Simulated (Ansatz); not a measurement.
Here is an Ansatz 0.2.0 calculation.

input.yaml

```yaml
crystal:
  lattice:
    - [2.7058, 0.0, 0.0]
    - [-1.3529, 2.3432915376, 0.0]
    - [0.0, 0.0, 4.2819]
  atoms:
    - { symbol: Ru, position: [0.6666666667, 0.3333333333, 0.75] }
    - { symbol: Ru, position: [0.3333333333, 0.6666666667, 0.25] }
hamiltonian:
  xc: r2scan
  pseudopotentials: { kind: paw_fr }
magnetization:
  noncollinear: true
  spin_orbit: true
kpoints:
  mp_grid: { grid: [8, 8, 5] }
  band_path:
    path:
      - [[0.0, 0.0, 0.0], [0.5, 0.0, 0.0], [0.3333333333, 0.3333333333, 0.0], [0.0, 0.0, 0.0], [0.0, 0.0, 0.5], [0.5, 0.0, 0.5], [0.3333333333, 0.3333333333, 0.5], [0.0, 0.0, 0.5]]
      - [[0.5, 0.0, 0.5], [0.5, 0.0, 0.0]]
      - [[0.3333333333, 0.3333333333, 0.0], [0.3333333333, 0.3333333333, 0.5]]
    npoints: 14
scf:
  occupations: { method: fermi_dirac, width: 0.05 }
  n_extra_bands: 6
output:
  forces: true
  stress: true
  eigenvalues: true
  fatbands: true
```

Potentials or basis: Ansatz PAW.

Run with:

```bash
$ ansatz run input.yaml --threads 2 --pin off --max-ram 5632MiB --backend cpu --events-out ev --progress --plain --runs-dir out
```

Problem. What does it give for the pressure?

Solution. -2.4 GPa.

Problem. Predict the band gap on the k mesh.

Solution. None (metal or under the smearing width).

Levels at the corners of the path, in eV from the Fermi level:
```csv
point,band 29,band 30,band 31,band 32,band 33,band 34,band 35,band 36
Γ,-1.84,-1.84,-1.49,-1.49,-1.35,-1.35,1.16,1.16
M,-1.56,-1.56,1.50,1.50,1.87,1.87,2.06,2.06
K,-1.10,-1.10,1.00,1.00,1.14,1.14,1.51,1.51
Γ,-1.84,-1.84,-1.49,-1.49,-1.35,-1.35,1.16,1.16
A,-2.72,-2.72,-2.72,-2.72,0.55,0.55,0.55,0.55
L,0.47,0.47,0.47,0.47,1.77,1.77,1.77,1.77
H,-1.33,-1.33,-1.12,-1.12,1.27,1.27,1.32,1.32
A,-2.72,-2.72,-2.72,-2.72,0.55,0.55,0.55,0.55
L,0.47,0.47,0.47,0.47,1.77,1.77,1.77,1.77
M,-1.56,-1.56,1.50,1.50,1.87,1.87,2.06,2.06
K,-1.10,-1.10,1.00,1.00,1.14,1.14,1.51,1.51
H,-1.33,-1.33,-1.12,-1.12,1.27,1.27,1.32,1.32
```

Caveat: the PAW data sets come from PBE, with cores solved anew for the run's functional, which leaves a small shift of forces and pressure.
